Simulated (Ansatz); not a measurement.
## Ionic part of the dielectric constant of BN at 15 GPa, mode by mode

The calculation used DFT PBEsol, scalar-relativistic, plane waves, PAW (Ansatz 0.2.0). Cutoff 420 eV, 12×12×4 k-points (Γ-centred), fixed occupations. No spin polarisation. Phonons by linear response, acoustic sum rule imposed.

It takes space group P6_3/mmc (No. 194, hexagonal). Conventional cell: a = 2.480 Å, b = 2.480 Å, c = 5.456 Å, α = 90.00°, β = 90.00°, γ = 120.00°. B (site symmetry -6m2) has 3 N at 1.43 Å as nearest neighbours. N (site symmetry -6m2) is surrounded by 3 B at 1.43 Å.

The crystal is built of layers and no dispersion correction was added, so the binding between them is poorly described, and with it their spacing and whatever depends on it.

The primitive cell has V = 29.07 Å³ and ε∞,zz = 4.357. Each polar mode adds Δε = (4.92064×10⁷/V)·S/ν² along z, with S its oscillator strength in e²/amu, ν in cm⁻¹ and V in Å³.

Task: From these modes, find each Δε and ε0,zz.
```csv
ν (cm⁻¹),S_zz (e²/amu)
603.2,0.7274
```

Result:
| ν (cm⁻¹) | Δε |
| --- | --- |
| 603.2 | 3.38 |

The sum is 3.384, so ε0,zz = 7.74; the run's tensor has 7.74.

Task: Where do the longitudinal modes lie for a wave vector along z?

Result: At 804 cm⁻¹. The Lyddane–Sachs–Teller product Π(ν_LO/ν_TO)² = 1.78 matches ε0/ε∞ = 1.78.

Cost: 1 run of about 1.9 core-minutes, on Arm Neoverse N1 (shared hosts).

Along z, the lattice contributes 3.38 to the dielectric constant, about as much as the electronic susceptibility, and all of it comes from one mode in which the B and N sublattices move oppositely out of the plane. This is a strong response for layered BN, whose out-of-plane polar mode at ambient pressure is stiffer and has a much smaller LO–TO splitting. Compression probably brings filled N p_z states closer to empty B p_z states in adjacent layers. That would ease buckling towards sp³ bonding and increase the charge transferred as the atoms move. The low transverse frequency then amplifies the ionic term through its inverse square, while the macroscopic field restores the longitudinal mode to 804 cm⁻¹. With only one pressure, however, this effect can't be separated from an error in the layer spacing. The Lyddane–Sachs–Teller agreement shows internal consistency, not accuracy. A real frequency for this mode doesn't establish that the layered phase is stable against the denser sp³-bonded forms of BN.
